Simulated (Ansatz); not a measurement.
# TaN: how the settings move a single-point run

Aim: see which settings change the result for TaN, by how much, and at what cost.

Program: Ansatz 0.2.0. Level of theory: reference: DFT, PBE, PAW with Ansatz's default frozen-core files, scalar-relativistic. These are calculated values, not measurements.

1 further run of the same task is left out (it didn't finish). Runs told in other sessions of the task aren't counted.

**1. The starting structure**

The structure is monoclinic, space group Cm (No. 8). The conventional cell has a = 5.089 Å, b = 2.938 Å, c = 2.883 Å, α = 90.00°, β = 90.00°, γ = 90.00°. Ta (site symmetry m) has 4 N at 1.56 to 2.24 Å in its first shell of neighbours. N (site symmetry m) has 4 Ta at 1.56 to 2.24 Å in its first shell of neighbours.

Structure file:

```
Ta N
1.0
     2.93800    0.00000    0.00000
    -1.46900    2.54438    0.00000
     0.00000    0.00000    2.88300
Ta N
1 1
Direct
  0.28333 0.56667 0.42500
  0.05000 0.10000 0.07500
```

**2. Baseline**

input.yaml

```yaml
crystal:
  lattice:
    - [2.938, 0.0, 0.0]
    - [-1.469, 2.5443826363, 0.0]
    - [0.0, 0.0, 2.883]
  atoms:
    - { symbol: Ta, position: [0.2833333333, 0.5666666667, 0.425] }
    - { symbol: "N", position: [0.05, 0.1, 0.075] }
kpoints:
  mp_grid: { grid: [9, 9, 8] }
scf:
  occupations: { method: fermi_dirac, width: 0.03 }
hamiltonian:
  xc: pbe
  pseudopotentials: { kind: paw }
output:
  forces: true
  stress: true
  eigenvalues: true
  populations: true
```

The run is started by

```bash
> ansatz run input.yaml --threads 1 --pin off --max-ram 2048MiB --backend cpu --events-out ev --progress --plain --runs-dir out
```

**3. Changed: occupations.method tetrahedron_uncorrected, mixing.algorithm broyden, mixing.beta 0.3, mixing.ndim 4, width left out**

Changes to input.yaml since step 2:

```diff
@@ -11,3 +11,4 @@
 scf:
-  occupations: { method: fermi_dirac, width: 0.03 }
+  occupations: { method: tetrahedron_uncorrected }
+  mixing: { algorithm: broyden, beta: 0.3, ndim: 4 }
 hamiltonian:
```

What does the calculation give? Wanted: for each run, ending; energy change; pressure; gap; force.

As calculated:

```
                                                                                                                    run     ending         energy change  pressure (GPa)  gap (eV)  force (eV/Å)  cycles   time
                                                                                                              reference  converged                     0           110.2      0.00         21.73       6  6.6 s
1: occupations.method tetrahedron_uncorrected, mixing.algorithm broyden, mixing.beta 0.3, mixing.ndim 4, width left out  converged  +18.5 meV/atom (σ→0)           110.6      0.00         21.93       8  5.2 s
```

Residual by cycle in the longest SCF loop of each run; runs are numbered as in the table. The quantity is the density residual dr2, in eV.

```
cycle  reference    run 1
    1     0.0412   0.0416
    2     0.0181   0.0213
    3     2.1e-4  0.00317
    4     1.3e-5   3.6e-4
    5     7.3e-7   6.2e-5
    6     1.0e-8   5.4e-6
    7          -   1.8e-7
    8          -   8.3e-8
```

What this shows: Changing the smearing and mixing moves the energy by +18.5 meV/atom (σ→0 values), and the pressure goes from 110.2 to 110.6 GPa and the largest force goes from 21.73 to 21.93 eV/Å. Mixing only sets the path, so the shift comes from the other change. Cost: 8 SCF cycles against 6. The structure is not at rest: the sound run finds 110 GPa, so these are no properties of the relaxed crystal. 
